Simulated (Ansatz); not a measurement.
# SnTe (Fm-3m) in Ansatz: a series of runs, part 2 of 2

Ansatz 0.2.0. The steps go on from the part before.

## (4) Phonons, LDA

Input file input.yaml:

```yaml
crystal:
  lattice:
    - [0.0, 3.15085, 3.15085]
    - [3.15085, 0.0, 3.15085]
    - [3.15085, 3.15085, 0.0]
  atoms:
    - { symbol: Te, position: [0.5, 0.5, 0.5] }
    - { symbol: Sn, position: [0.0, 0.0, 0.0] }
hamiltonian:
  xc: lda
  pseudopotentials: { kind: paw }
kpoints:
  mp_grid: { grid: [5, 5, 5] }
scf:
  occupations: { method: fixed }
phonons:
  method: dfpt
  dielectric: true
  rigid_motions: translations
  qmesh: [2, 2, 2]
  temperatures: { t_max: 1000, t_step: 100 }
  qpath:
    path:
      - [[0.0, 0.0, 0.0], [0.5, 0.0, 0.5], [0.5, 0.25, 0.75], [0.375, 0.375, 0.75], [0.0, 0.0, 0.0], [0.5, 0.5, 0.5], [0.625, 0.25, 0.625], [0.5, 0.25, 0.75], [0.5, 0.5, 0.5], [0.375, 0.375, 0.75]]
      - [[0.625, 0.25, 0.625], [0.5, 0.0, 0.5]]
    npoints: 8
```

Potentials or basis: Ansatz PAW.

On the command line:

```
ansatz run input.yaml --threads 2 --pin off --max-ram 5632MiB --backend cpu --events-out ev --progress --plain --runs-dir out
```

Log:

```text
Warning: the 5x5x5 k mesh does not hold 7 of the 8 requested q, among them q = (0, 0, -0.5) of phonons.qmesh (the mesh's divisions times q: (0, 0, -2.5)), which it misses. Where each spin channel of the converged state fills one whole number of bands, its own, at every k and k + q (a gapped crystal under scf.occupations.method: fixed, without spin polarisation, is such a state), the run solves such a q all the same, unless at one of those points the solve does not resolve a channel's highest filled band from its lowest empty one, which the run refuses. Under fixed, such a level at k + q alone can be filled evenly and the q solved. (A deck that smears also gets another warning, for the case where the state has partly filled bands and the run refuses instead; the finer mesh named there holds every requested q in both cases.) The frequencies at such a q can be far from converged at a cutoff and a k mesh at which those at every q on the mesh look sound, and no residual printed for that q shows it. By this code's own reading, close to the zone centre a longitudinal mode feels the field of what the charges at that q miss their sum rule by, which dies only as the k mesh converges (phonons.dielectric: true does not show it: what its charges miss the rule by is not the k mesh's). Close to the zone centre an acoustic frequency is small, so that the error which scf.convergence.dr2_threshold leaves can be large beside it, whatever the k mesh. On a coarse k mesh these two do not account for the whole error. At q on the mesh, agreement between cutoffs or with finite displacements says nothing of such a q. Set kpoints.mp_grid.grid to [6, 6, 6] (the nearest finer one of its shape that holds every requested q; a coarser one that holds them is less converged in the k mesh), or request only what the mesh holds: a phonons.qmesh that divides it on every axis, and phonons.qpoints at whole multiples of one over its divisions, as fractions or to nine digits, the zone centre as exact zeros. Or, where the run solves it, keep q and converge basis.ecutwfc and the k mesh at this q itself; a dispersion between mesh points is phonons.qpath's, interpolated from a phonons.qmesh that the k mesh holds. (Under kpoints.mp_grid.kspacing, state the divisions in grid instead.) On the mesh or off it, a q close to the zone centre keeps the error that scf.convergence.dr2_threshold leaves: see that key's entry in the input reference.
Warning: RAYON_NUM_THREADS=2 ignored (pool sized by the plan → 2); use --threads N
Engine: ansatz 0.2.0, x86_64-unknown-linux-gnu
Pseudopotentials: kind: paw
Pseudopotential: Te, paw, valence charge 16, recommended cutoff 420 eV (normal), Te.paw.azcp
Pseudopotential: Sn, paw, valence charge 14, recommended cutoff 420 eV (normal), Sn.paw.azcp
Functional definition: SPW92
  exchange = slater_x
  correlation = pw_c
Crystal: 2 atoms, lattice volume = 62.562 Å³
Basis set: ecut = 420 eV (smoothed over ±3.0 %; plane waves to 437.0 eV, density to 1747.9 eV), 1291 PW (Γ), exchange–correlation on 64×64×64 points (8 copies of the dense FFT grid, shifted against one another)
Bands: 19, of which v1, the nominal top of the filled ones, is band 15 counted from 1 (14 counted from 0)
Symmetry: 48 space group operations
k-points: 18 of 125 (irreducible under 8 space group operations, time reversal used)
Non-local potential: Te, projectors of the file, l = 0: 2, l = 1: 2, l = 2: 2, l = 3: 2
Non-local potential: Sn, projectors of the file, l = 0: 2, l = 1: 2, l = 2: 2, l = 3: 2
PAW form: soft (Blöchl's): semilocal exchange-correlation on the pseudo side does not see the compensation charge
PAW frozen core: Te, regenerated for the run's functional, and the local potential with it (the file was generated under x = pbe(κ = 0.804, μ = 0.2195149727645171), c = pbe(β = 0.06672455060314922))
PAW frozen core: Sn, regenerated for the run's functional, and the local potential with it (the file was generated under x = pbe(κ = 0.804, μ = 0.2195149727645171), c = pbe(β = 0.06672455060314922))
[... 84 lines left out ...]
        -0.00000    7.50441    0.00000
         0.00000   -0.00000    7.50441
  Z* charge neutrality: 4.143e-2 e pre-enforcement
  solved inside a basis spanned on kpoints, on 16×16×16 k-points, which do not settle them: ε∞ is read to err by 5.0e0, Z* by 6.6e-1 e (field_mesh: kpoints solves on kpoints); Z* is corrected for what the basis lacks
  optical modes at Γ without the LO–TO term, one row a degenerate level:
      ω (cm⁻¹)  modes    IR ((D/Å)²/amu)
        -49.88      3            63.3812
  optical modes at Γ + LO–TO along q̂ = [1.0000, 0.0000, 0.0000]:
      ω (cm⁻¹)  modes    IR ((D/Å)²/amu)
        -49.88      2            42.2542
         91.09      1            21.1271
  optical modes at Γ + LO–TO along q̂ = [0.0000, 1.0000, 0.0000]:
      ω (cm⁻¹)  modes    IR ((D/Å)²/amu)
        -49.88      2            42.2542
         91.09      1            21.1271
  optical modes at Γ + LO–TO along q̂ = [0.0000, 0.0000, 1.0000]:
      ω (cm⁻¹)  modes    IR ((D/Å)²/amu)
        -49.88      2            42.2542
         91.09      1            21.1271
--- Phonons (arbitrary-q DFPT): 3 irreducible q on the 2×2×2 mesh ---
  q = [0.0000, 0.0000, 0.0000] (star 1, of the zone-centre solve; hermiticity 1.40e-5, symmetrization 5.37e-12): -49.88 -49.88 -49.88 -0.00 -0.00 0.00
  q = [0.0000, 0.0000, -0.5000] (star 4, 6 solved perturbations on 125 of 125 k-point pairs, because it does not carry the k mesh onto itself; hermiticity 5.56e-6, symmetrization 2.11e-6): 73.82 73.82 97.99 97.99 103.61 122.31
  q = [0.0000, -0.5000, -0.5000] (star 3, 6 solved perturbations on 125 of 125 k-point pairs, because it does not carry the k mesh onto itself; hermiticity 1.02e-5, symmetrization 1.79e-6): 29.84 29.84 43.86 65.22 65.22 78.55
  sum rule: each row above includes the acoustic sum rule's correction from the zone centre's row sums; it moved no ω² by more than (0.88 cm⁻¹)²
  mesh force constants: q→R imaginary residual 1.05e-17; ASR residual 3.408e-4 → 0.000e0 eV/Å²; symmetrization residual 2.220e-15 eV/Å²
  interpolated dispersion: 83 rows × 6 modes
  density of states and harmonic sums: on the 18×18×18 q-mesh, interpolated from the force constants of a 2×2×2 supercell (with the dipole–dipole term)
  largest difference from the sums on the solved wave vectors: F 1.28e-1 eV, S 1.88e-4 and C_V 5.97e-5 eV/K
  zero-point energy: 0.027501 eV/cell   skipped modes (ω ≤ 0): 28, of them read as no rigid motion or as one in doubt: 25 (5.607e-2 modes/cell left out, lowest -49.88 cm⁻¹)   left out of the sums: 9.43e-3 of the cell's modes: C_V's classical limit lies that fraction below 3 k_B per atom; for a crystal, a wire or a layer, F and S can be off by more, and a phonons.interpolated_qmesh denser along its periods is the remedy for the sampling
```

phbands.tsv:

```text
# q_distance	omega_0_inv_cm	omega_1_inv_cm	omega_2_inv_cm	omega_3_inv_cm	omega_4_inv_cm	omega_5_inv_cm	omega_0_thz	omega_1_thz	omega_2_thz	omega_3_thz	omega_4_thz	omega_5_thz
# format = ansatz-phbands/1
[... 84 lines left out ...]
6.312209	31.543036	34.714830	45.546169	66.512133	66.613754	79.301156	0.945636	1.040724	1.365440	1.993984	1.997030	2.377389
6.356273	30.278477	31.138758	44.288518	65.549865	65.576545	78.737887	0.907726	0.933516	1.327736	1.965136	1.965935	2.360502
6.400337	29.836579	29.836579	43.855147	65.221687	65.221687	78.545978	0.894478	0.894478	1.314744	1.955297	1.955297	2.354749
```

Wall time 2.3 min (2 threads of Intel Xeon Platinum 8488C (Sapphire Rapids), shared host); peak memory 1.4 GiB.

Results:

```yaml
Free_energy: -12707.2742 eV
Highest_phonon_frequency_LO-TO_splitting_left_out: 122 cm⁻¹
Most_unstable_mode: 50i cm⁻¹
```

Phonon frequencies in cm⁻¹ (negative: imaginary):
| q point | frequencies |
| --- | --- |
| (0.000, 0.000, 0.000) | -50 -50 -50 0 0 0 |
| (0.000, 0.000, -0.500) | 74 74 98 98 104 122 |
| (0.000, -0.500, -0.500) | 30 30 44 65 65 79 |

Caveat: some modes are imaginary; this odd mesh misses L, where the gap lies, so gap, dielectric constants and Born charges aren't listed; the q mesh is small, so phonon branches between its points and thermal values are rough; the PAW data sets come from PBE, with cores solved anew for the run's functional, which leaves a small shift of forces and pressure.

## (5) Elastic constants, LDA

Input file input.yaml:

```yaml
crystal:
  lattice:
    - [0.0, 3.15085, 3.15085]
    - [3.15085, 0.0, 3.15085]
    - [3.15085, 3.15085, 0.0]
  atoms:
    - { symbol: Te, position: [0.5, 0.5, 0.5] }
    - { symbol: Sn, position: [0.0, 0.0, 0.0] }
hamiltonian:
  xc: lda
  pseudopotentials: { kind: paw }
kpoints:
  mp_grid: { grid: [5, 5, 5] }
scf:
  occupations: { method: fixed }
output:
  forces: true
  stress: true
elastic:
  mode: relaxed_ion
  stencil: two_point
```

On the command line:

```
ansatz run input.yaml --threads 2 --pin off --max-ram 5632MiB --backend cpu --events-out ev --progress --plain --runs-dir out
```

Run time: 3.1 s. Hardware: 2 threads of Intel Xeon Platinum 8488C (Sapphire Rapids), shared host; peak memory 0.41 GiB.

Results (log left out):

| Item | Value |
| --- | --- |
| Free energy | -12707.2742 eV |
| Pressure | -1.6 GPa |
| Elastic constants C11, C12, C44 | 127, 0, 18 GPa |
| Voigt bulk modulus | 42 GPa |

Levels at points of the mesh, in eV from the Fermi level:
```csv
k point,band 13,band 14,band 15,band 16,band 17,band 18
"(0.00, 0.00, 0.00)",-1.75,-1.75,-1.75,3.66,3.66,3.66
```

Elastic tensor in Voigt notation (GPa, in the Cartesian axes of the cell as first typed):
```
127   0   0   0   0   0
  0 127   0   0   0   0
  0   0 127   0   0   0
  0   0   0  18   0   0
  0   0   0   0  18   0
  0   0   0   0   0  18
```

Caveat: this odd mesh misses L, where the gap lies, so gap, dielectric constants and Born charges aren't listed; the PAW data sets come from PBE, with cores solved anew for the run's functional, which leaves a small shift of forces and pressure.

## (6) Overview

```csv
task,level,k mesh,atoms under strain,q mesh,points for each segment of the path,pressure (GPa)
elastic constants,PBE,5 × 5 × 5,relaxed,-,-,2.2
Born charges,PBE,7 × 7 × 7,-,-,-,-
phonons,LDA,5 × 5 × 5,-,2 × 2 × 2,8,-
elastic constants,LDA,5 × 5 × 5,relaxed,-,-,-1.6
```

Alike in all rows: potentials or basis Ansatz PAW; no spin polarisation; cell as given; cutoff (eV) 420; smearing fixed.

Caveats: the PAW data sets come from PBE, with cores solved anew for the run's functional, which leaves a small shift of forces and pressure (some runs); some modes are imaginary (some runs).

Total energies depend on the potentials used, so only differences within one code and one set of settings carry meaning.
